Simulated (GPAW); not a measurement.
# Cu (Fm-3m) in GPAW: single point with PBE

Aim: the single point of Cu with PBE.

Everything below comes from runs of GPAW 26.7.0. Logs are shortened: lines on timing, memory, paths and dates and some standing lists are left out, and cuts for length are marked. The log counts tension as positive stress, the text compression.

**1. The crystal as given**

The structure is cubic, space group Fm-3m (No. 225). Conventional cell: a = 3.615 Å, b = 3.615 Å, c = 3.615 Å, α = 90.00°, β = 90.00°, γ = 90.00°. Cu (site symmetry m-3m) has 12 Cu at 2.56 Å as nearest neighbours.

**2. Single point, PBE**

File run.py:

```python
from ase.dft.bandgap import bandgap
from ase.io import read, write
from ase.units import GPa
from gpaw import GPAW, PW

atoms = read('Cu.xyz')

calc = GPAW(mode=PW(500),
            xc='PBE',
            kpts={'size': (10, 10, 10), 'gamma': True},
            occupations={'name': 'fermi-dirac', 'width': 0.05},
            nbands=14,
            maxiter=120,
            txt='gpaw.txt')
atoms.calc = calc
energy = atoms.get_potential_energy()
forces = atoms.get_forces()
stress = atoms.get_stress()
calc.write('gs.gpw')
write('result.traj', atoms)
print(f'Energy: {energy:.6f} eV')
print('Forces (eV/A):')
print(forces.round(4))
print('Stress (GPa):', (stress / GPa).round(3))
print('Fermi level:', round(calc.get_fermi_level(), 4), 'eV')
print(f'Gap: {bandgap(calc)[0]:.4f} eV, direct: {bandgap(calc, direct=True)[0]:.4f} eV')
```

File Cu.xyz:

```xyz
1
Lattice="0.0000000000 1.8075000000 1.8075000000 1.8075000000 0.0000000000 1.8075000000 1.8075000000 1.8075000000 0.0000000000" Properties=species:S:1:pos:R:3 pbc="T T T"
Cu     0.0000000000      0.0000000000      0.0000000000
```

Potentials or basis: GPAW PAW data sets (gpaw-data 1.2.1), pw.

Launch:

```console
$ OMP_NUM_THREADS=1 python run.py
```

gpaw.txt:

```text
__  _  _
 | _ |_)|_||  |
 |__||  | ||/\| - 26.7.0

Input parameters:
  mode=PW(ecut=500.0),
  kpts=MonkhorstPack(size=(10, 10, 10), gamma=True),
  maxiter=120,
  nbands=14,
  occupations=Occupations(name='fermi-dirac', width=0.05),
  xc=XC(name='PBE')

Diagonalizing LCAO Hamiltonian
Converting LCAO to pw mode

       Cu

Atoms  # Å, Bohr magnetons
|   | symbol |        x |        y |        z |    initial magnetic moments |
|---|--------|----------|----------|----------|-----------------------------|
| 0 |     Cu | 0.000000 | 0.000000 | 0.000000 | ( 0.0000,  0.0000,  0.0000) |

Unit cell  # Å
| periodic |        x |        y |        z |  lengths |    angles |
|----------|----------|----------|----------|----------|-----------|
|      yes | 0.000000 | 1.807500 | 1.807500 | 2.556191 | 60.000000 |
|      yes | 1.807500 | 0.000000 | 1.807500 | 2.556191 | 60.000000 |
|      yes | 1.807500 | 1.807500 | 0.000000 | 2.556191 | 60.000000 |

Number of symmetries: 48
Symmetry operations  # r_c * U_cc + t_c -> r_c
|    | kind |            matrix            |
|----|------|------------------------------|
|  0 |  σ   |  1, 0, 0,  1, 0,-1,  1,-1, 0 |
|  1 |  C2  |  1, 0, 0,  1,-1, 0,  1, 0,-1 |
|  2 |  E   |  1, 0, 0,  0, 1, 0,  0, 0, 1 |
|  3 |  σ   |  1, 0, 0,  0, 0, 1,  0, 1, 0 |
|  4 |  C4  |  1, 0,-1,  1, 0, 0,  1,-1, 0 |
|  5 |  S6  |  1, 0,-1,  1,-1, 0,  1, 0, 0 |
|  6 |  σ   |  1, 0,-1,  0, 1,-1,  0, 0,-1 |
|  7 |  C3  |  1, 0,-1,  0, 0,-1,  0, 1,-1 |
|  8 |  S6  |  1,-1, 0,  1, 0, 0,  1, 0,-1 |
|  9 |  C4  |  1,-1, 0,  1, 0,-1,  1, 0, 0 |
| 10 |  C3  |  1,-1, 0,  0,-1, 1,  0,-1, 0 |
| 11 |  σ   |  1,-1, 0,  0,-1, 0,  0,-1, 1 |
| 12 |  σ   |  0, 1, 0,  1, 0, 0,  0, 0, 1 |
| 13 |  C4  |  0, 1, 0,  0, 1,-1, -1, 1, 0 |
| 14 |  C3  |  0, 1, 0,  0, 0, 1,  1, 0, 0 |
| 15 |  S6  |  0, 1, 0, -1, 1, 0,  0, 1,-1 |
| 16 |  C2  |  0, 1,-1,  1, 0,-1,  0, 0,-1 |
| 17 |  σ   |  0, 1,-1,  0, 1, 0, -1, 1, 0 |
| 18 |  S4  |  0, 1,-1,  0, 0,-1,  1, 0,-1 |
| 19 |  C4  |  0, 1,-1, -1, 1, 0,  0, 1, 0 |
| 20 |  C3  |  0, 0, 1,  1, 0, 0,  0, 1, 0 |
| 21 |  σ   |  0, 0, 1,  0, 1, 0,  1, 0, 0 |
| 22 |  S6  |  0, 0, 1,  0,-1, 1, -1, 0, 1 |
| 23 |  C4  |  0, 0, 1, -1, 0, 1,  0,-1, 1 |
| 24 |  S4  |  0, 0,-1,  1, 0,-1,  0, 1,-1 |
| 25 |  C3  |  0, 0,-1,  0, 1,-1,  1, 0,-1 |
| 26 |  C2  |  0, 0,-1,  0,-1, 0, -1, 0, 0 |
| 27 |  S6  |  0, 0,-1, -1, 0, 0,  0,-1, 0 |
| 28 |  S4  |  0,-1, 1,  1,-1, 0,  0,-1, 0 |
| 29 |  C4  |  0,-1, 1,  0, 0, 1, -1, 0, 1 |
| 30 |  C2  |  0,-1, 1,  0,-1, 0,  1,-1, 0 |
| 31 |  σ   |  0,-1, 1, -1, 0, 1,  0, 0, 1 |
| 32 |  C3  |  0,-1, 0,  1,-1, 0,  0,-1, 1 |
| 33 |  S6  |  0,-1, 0,  0, 0,-1, -1, 0, 0 |
| 34 |  S4  |  0,-1, 0,  0,-1, 1,  1,-1, 0 |
| 35 |  C2  |  0,-1, 0, -1, 0, 0,  0, 0,-1 |
| 36 |  C2  | -1, 1, 0,  0, 1, 0,  0, 1,-1 |
| 37 |  S6  | -1, 1, 0,  0, 1,-1,  0, 1, 0 |
| 38 |  S4  | -1, 1, 0, -1, 0, 1, -1, 0, 0 |
| 39 |  C3  | -1, 1, 0, -1, 0, 0, -1, 0, 1 |
| 40 |  S6  | -1, 0, 1,  0, 0, 1,  0,-1, 1 |
| 41 |  C2  | -1, 0, 1,  0,-1, 1,  0, 0, 1 |
| 42 |  C3  | -1, 0, 1, -1, 1, 0, -1, 0, 0 |
| 43 |  S4  | -1, 0, 1, -1, 0, 0, -1, 1, 0 |
| 44 |  C2  | -1, 0, 0,  0, 0,-1,  0,-1, 0 |
| 45 |  i   | -1, 0, 0,  0,-1, 0,  0, 0,-1 |
| 46 |  σ   | -1, 0, 0, -1, 1, 0, -1, 0, 1 |
| 47 |  C2  | -1, 0, 0, -1, 0, 1, -1, 1, 0 |

BZ-sampling:
  Number of BZ points: 1000
  Number of IBZ points: 47

  Monkhorst-Pack size: [10, 10, 10]
  Monkhorst-Pack shift: [0.05, 0.05, 0.05]

K-points  # in reciprocal-cell coordinates
|     |                                coordinates |     weight |
|-----|--------------------------------------------|------------|
|   0 | (  0.00000000,   0.00000000,   0.00000000) | 0.00100000 |
|   1 | (  0.10000000,   0.10000000,   0.00000000) | 0.00600000 |
|   2 | (  0.10000000,   0.10000000,   0.10000000) | 0.00800000 |
|   3 | (  0.20000000,   0.10000000,   0.10000000) | 0.01200000 |
|   4 | (  0.20000000,   0.20000000,   0.00000000) | 0.00600000 |
|   5 | (  0.20000000,   0.20000000,   0.10000000) | 0.02400000 |
|   6 | (  0.20000000,   0.20000000,   0.20000000) | 0.00800000 |
|   7 | (  0.30000000,   0.20000000,   0.10000000) | 0.02400000 |
|   8 | (  0.30000000,   0.20000000,   0.20000000) | 0.02400000 |
|   9 | (  0.30000000,   0.30000000,   0.00000000) | 0.00600000 |
| ... |                                            |            |
|  46 | (  0.50000000,   0.50000000,   0.50000000) | 0.00400000 |

Plane wave coefficients: 311
Cutoff: 500.0 eV

Spin-components: 1 (collinear spins)
Bands:           14
Projectors:      6
Spin-degeneracy: 2
Datatype:        complex128

Parallelization:
  kpt:    1
  domain: 1
  band:   1

Density:
  Valence electrons: 11.0
  Components: 1
  Grid points: [14 14 14]
  Charge: 0.0  # |e|

Potential:
  Grid points: [14 14 14]

species:
  Cu:
    name:    Copper
    Z:       29.0
    valence: 11
    core:    18
    charge:  0.0  # [|e|]
    compensation charges:
      type: gauss
      rc: 0.33  # [Å]
      lmax: 2
    cutoffs:
      filter: 2.06  # [Å]
      core: 2.43  # [Å]
    projectors
    | kind |    occ | energy [eV] | rcut [Å] |
    |------|--------|-------------|----------|
    |   4s |  1.000 |      -4.609 |    1.164 |
    |   4p |  0.000 |      -0.698 |    1.164 |
    |   3d | 10.000 |      -5.039 |    1.058 |
    |    s |        |      22.603 |    1.164 |
    |    p |        |      26.513 |    1.164 |
    |    d |        |      22.172 |    1.058 |

    Using partial waves for Cu as LCAO basis

Reference energy: -45021.451841  # eV

eigensolver:
  PPCG
  Converge bands: occupied
  niter=2

density mixing:
  MSR1-Mixer
  Pratt-step length: 0.05
  Maximum mixing coefficient: 0.75
  Old densities: 10
  SVD Regularization: 0.005
  Good broyden scale: 1.0
  Trust region scale: 1.0
  Backstep threshold: 4.0
  History deletion threshold: 6.0
  Fourier metric: weight=20.0, sigma=0.015

occupation numbers:
  Fermi-Dirac:
    width: 0.0500  # eV

poisson solver:
  ecut: 4000.0  # eV

xc functional:
  name: PBE with 2 nearest neighbor stencil

convergence criteria:
- Maximum [total energy] change in last 3 cyles: 0.0005 eV / valence electron
- Maximum integral of absolute [dens]ity change: 0.0001 electrons / valence electron
- Maximum integral of absolute [eigenst]ate change: 4e-08 eV^2 / valence electron
maximum number of iterations: 120

SCF iterations
|iter     | |      energy | eigst |  dens |
|---------|-|-------------|-------|-------|
|iter:   1| |   -4.608177 | -0.45 |       |
|iter:   2| |   -4.237824 | -3.08 | -0.89 |
|iter:   3| |   -3.666793 | -2.12 | -0.99 |
|iter:   4| |   -3.656383 | -4.24 | -1.78 |
|iter:   5| |   -3.649232 | -3.60 | -1.95 |
|iter:   6| |   -3.649240 | -6.50 | -3.48 |
|iter:   7| |   -3.649233c| -6.38 | -3.59 |
|iter:   8| |   -3.649233c| -7.78c| -4.70c|

Converged in 8 steps
Energy contributions relative to reference atoms: (reference = -45021.451841)

Energy contributions:
  Kinetic:         -12.115659
  Coulomb:           9.475095
  Zero:              0.073629
  External:          0.000000
  Xc:               -1.079976
  Entropy:          -0.004645
  Spinorbit:         0.000000
  ----------------------------
  Free energy:      -3.651556
  Extrapolated:     -3.649233

dipole moment: (-7.878454, -7.878454, -7.878454)  # |e|*Ang

Fermi level: 7.945
Eigenvalues  # (at kpt = [0.000, 0.000, 0.000])
| band index |      eig [eV] | occ [0-2] |
|------------|---------------|-----------|
|          0 |        -1.327 |     2.000 |
|          1 |         5.025 |     2.000 |
|          2 |         5.025 |     2.000 |
|          3 |         5.025 |     2.000 |
|          4 |         5.845 |     2.000 |
|          5 |         5.845 |     2.000 |
|          6 |        31.046 |     0.000 |
|          7 |        33.455 |     0.000 |
|          8 |        33.455 |     0.000 |
|          9 |        33.455 |     0.000 |
|         10 |        35.693 |     0.000 |
|         11 |        35.693 |     0.000 |
|         12 |        35.693 |     0.000 |
|         13 |        39.532 |     0.000 |

No gap
No difference between direct/indirect transitions

Forces  # eV/Ang
|        x |       y |       z |
|----------|---------|---------|
| -0.00000 | 0.00000 | 0.00000 |  # Cu   0

Stress tensor  # eV/Ang^3
|         x |         y |         z |
|-----------|-----------|-----------|
| -0.012160 |  0.000000 | -0.000000 |
|  0.000000 | -0.012160 | -0.000000 |
| -0.000000 | -0.000000 | -0.012160 |

# Writing to gs.gpw (mode='')
```

It took 6.1 s on 1 thread of Arm Neoverse V1, shared host; peak memory 0.12 GiB.

What came out:

| Item | Value |
| --- | --- |
| Free energy | -3.6516 eV |
| Pressure | 1.9 GPa |
| Band gap on the k mesh | none (metal or under the smearing width) |

Caveat: with this Cu data set, volumes or pressures lay over 1.5 % or 2 GPa off other programs in two to four cells of ten; the cutoff is short for stress and forces, so pressures can be off by a GPa or more.
